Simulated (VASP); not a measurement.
The system is PbO2.

```
CELL_PARAMETERS angstrom
0.00000 2.70199 2.70199
2.70199 0.00000 2.70199
2.70199 2.70199 0.00000
ATOMIC_POSITIONS crystal
Pb 0.00000 0.00000 0.00000
O 0.75000 0.75000 0.75000
O 0.25000 0.25000 0.25000
```

The cell comes from a database or a generator and needn't be the stable form of this composition.

```yaml
Program: VASP 6.6.1
Task: single point
Functional: PBEsol
Potentials_or_basis: VASP PAW PBE potentials, release 64 (Pb_d, O)
Cutoff: 520 eV
k_mesh: 9 × 9 × 9
Occupations: fermi-dirac, width 0.05 eV
Spin: no spin polarisation
```

On this cell: pressure -5.5 GPa; largest force zero by symmetry; band gap on the k mesh none (metal or under the smearing width).

The same run follows on a disturbed copy (atoms moved at random, drawn with an rms of 0.05 Å):

```
Pb O
1.0
     0.00000    2.70199    2.70199
     2.70199    0.00000    2.70199
     2.70199    2.70199    0.00000
Pb O
1 2
Direct
  0.99611 0.00198 0.00536
  0.74542 0.74686 0.74195
  0.23800 0.27224 0.24122
```

Q: What does the disturbed cell give?

A: The energy (extrapolated to zero smearing) moves by +8.6 meV/atom; pressure -5.1 GPa; largest force 0.488 eV/Å; band gap on the k mesh none (metal or under the smearing width).

Forces on the atoms (eV/Å):
```
Pb  -0.058 -0.286  0.096
O    0.363  0.025  0.180
O   -0.305  0.262 -0.277
```

Stress tensor (GPa, compression positive):
```
-5.01 -0.11  0.03
-0.11 -5.28 -0.37
 0.03 -0.37 -5.15
```

Caveats: the PAW data sets were made with another functional, which shifts forces and pressure a little.
